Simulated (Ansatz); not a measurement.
A run of Ansatz 0.2.0 is set up as follows.

File input.yaml:

```yaml
crystal:
  lattice:
    - [0.11926996, 2.34305202, 1.99282058]
    - [2.32108664, 0.12479836, 1.98729217]
    - [2.44975498, 2.46619196, -0.00386998]
  atoms:
    - { symbol: Hf, position: [0.0, 0.0, 0.0] }
hamiltonian:
  xc: hf
  pseudopotentials: { kind: paw }
kpoints:
  mp_grid: { grid: [6, 6, 5] }
scf:
  occupations: { method: fermi_dirac, width: 0.05 }
output:
  forces: true
  stress: true
  eigenvalues: true
  write_density: true
  write_potential: true
  elf: true
  volumetric_format: npy
```

Potentials or basis: Ansatz PAW.

Launch:

```bash
$ ansatz run input.yaml --threads 2 --pin off --max-ram 5632MiB --backend cpu --events-out ev --progress --plain --runs-dir out
```

(1) What does it give for the pressure?

(2) What does it give for the band gap on the k mesh?

## Answers

(1) 25.2 GPa.

(2) none (metal or under the smearing width).

Caveat: the k mesh is coarse (spacing up to 0.48 Å⁻¹), so the values aren't converged, least of all with exact exchange; so large a pressure means that the cell lies far from this level's equilibrium, or that cutoff or potentials fall short; the pressure holds a Pulay correction of +0.6 GPa for the finite cutoff; the PAW data sets come from PBE, with cores solved anew for the run's functional, which leaves a small shift of forces and pressure; the thresholds are loose for stress.
